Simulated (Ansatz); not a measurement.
Ti: relaxation of cell and atoms with PBEsol

Crystal: Ti.

```xyz
3
Lattice="4.5674 0.0000 0.0000 -2.2837 3.9555 0.0000 0.0000 0.0000 2.8262" Properties=species:S:1:pos:R:3 pbc="T T T"
Ti    2.2837    1.3185    1.4131
Ti    0.0000    2.6370    1.4131
Ti    0.0000    0.0000    0.0000
```

This isn't the form of Ti at room conditions, which is hcp.

```yaml
Program: Ansatz 0.2.0
Task: relaxation of cell and atoms
Functional: PBEsol
Potentials_or_basis: Ansatz PAW
Cutoff: "420 eV (not typed: the program's choice for these potentials)"
k_mesh: 7 × 7 × 9
Occupations: fermi-dirac, width 0.05 eV
Spin: no spin polarisation
Target_pressure_GPa: 0
```

```
Relaxed volume                         : 16.47 Å³/atom
Relaxed cell                           : a = 4.516 Å, b = 4.516 Å, c = 2.798 Å, α = 90.00°, β = 90.00°, γ = 120.00°
Space group after relaxing (to 0.05 Å) : P6/mmm (No. 191)
Energy gained by relaxing              : 6.6 meV/atom
Ionic steps                            : 5
Pressure after relaxing                : 0.0 GPa
Band gap on the k mesh                 : none (metal or under the smearing width)
```

The path:
```
step  energy change (eV)  largest force (eV/Å)  volume (Å³)
   1              0.0000                0.0000        51.06
   2             -0.0032                0.0000        48.01
   3             -0.0198                0.0000        49.47
   4             -0.0199                0.0000        49.41
   5             -0.0198                0.0000        49.41
```

Final structure:
```
CELL_PARAMETERS angstrom
4.51590 0.00000 0.00000
-2.25795 3.91088 0.00000
0.00000 0.00000 2.79762
ATOMIC_POSITIONS crystal
Ti 0.66667 0.33333 0.50000
Ti 0.33333 0.66667 0.50000
Ti 0.00000 0.00000 0.00000
```

Levels at points of the mesh, in eV from the Fermi level:
```csv
k point,band 16,band 17,band 18,band 19,band 20,band 21
"(0.00, 0.00, 0.00)",-0.71,-0.62,-0.62,-0.01,0.71,1.35
```

Run time: 4.2 s on 2 threads of Intel(R) Xeon(R) 6975P-C (Granite Rapids), with other jobs on the host, peak memory 0.38 GiB.

Caveat: the plane-wave basis is chosen anew once the cell has moved, so the energies of steps on either side of that aren't comparable; the PAW data sets come from PBE, with cores solved anew for the run's functional, which leaves a small shift of forces and pressure.
